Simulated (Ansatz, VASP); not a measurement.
# One calculation of BaS, two programs

```
Ba S
1.0
     0.00000    3.19375    3.19375
     3.19375    0.00000    3.19375
     3.19375    3.19375    0.00000
Ba S
1 1
Direct
  0.00000 0.00000 0.00000
  0.50000 0.50000 0.50000
```

Alike in both runs: task relaxation of cell and atoms; functional PBEsol; dispersion D4; k mesh 7 × 7 × 7; occupations fermi-dirac, width 0.05 eV; no spin polarisation.

```csv
,VASP,Ansatz
version,VASP 6.6.1,Ansatz 0.2.0
potentials or method,"VASP PAW PBE potentials, release 64 (Ba_sv, S), cutoff 600 eV","all-electron LAPW, scalar-relativistic"
```

VASP gave:

- relaxed volume (Å³/atom): 31.68
- relaxed cell length with the largest relative difference (Å): 4.475
- energy change over the relaxation (meV/atom): -4

Problem. What did Ansatz give for the same quantities?

Solution. Relaxed volume (Å³/atom): 31.21; relaxed cell length with the largest relative difference (Å): 4.452; energy change over the relaxation (meV/atom): -8.

Ansatz ran all-electron here, so the differences hold the error of VASP's frozen core and of both bases.

Caveats: the PAW data sets were made with another functional, which shifts forces and pressure a little (VASP). A k mesh can miss the band edges.
